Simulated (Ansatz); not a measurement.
Crystal: NiO.

```xyz
2
Lattice="0.0000 2.0859 2.0859 2.0859 0.0000 2.0859 2.0859 2.0859 0.0000" Properties=species:S:1:pos:R:3 pbc="T T T"
Ni    0.0000    0.0000    0.0000
O     2.0859    2.0859    2.0859
```

Base run:

- Program: Ansatz 0.2.0
- Functional: PBEsol
- Potentials or basis: Ansatz PAW
- Cutoff: 420 eV (not typed: the program's choice for these potentials)
- k mesh: 11 × 11 × 11
- Occupations: fermi-dirac, width 0.05 eV
- Spin: collinear spin, ferromagnetic start
- Starting moments: [1.0, 0.0] μB

Its results: band gap on the k mesh none (metal or under the smearing width); pressure -7.4 GPa; net moment 1.40 μB per cell; site moments Ni +1.15; O +0.21 μB.

Problem. The run is repeated on the same cell with these changes: functional from PBEsol to PBEsol0; k mesh from 11 × 11 × 11 to 6 × 6 × 6. What comes out?

Solution. Band gap on the k mesh 3.59 eV, indirect (least direct gap 4.66 eV); pressure -4.0 GPa; net moment 2.00 μB per cell; site moments Ni +1.72; O +0.25 μB.

Several settings changed at once, so the effect can't be laid on one alone.

Caveats: some runs use coarse meshes; a cell with one magnetic atom can't hold antiferromagnetic order, which such compounds often take; the PAW data sets come from PBE, with cores solved anew for the run's functional, which leaves a small shift of forces and pressure; semilocal functionals often make such compounds metallic where correlation or magnetic order opens a gap, which also shifts bond lengths (some runs); the magnetic or orbital state may not be the lowest (some runs); the thresholds are loose for stress (some runs).
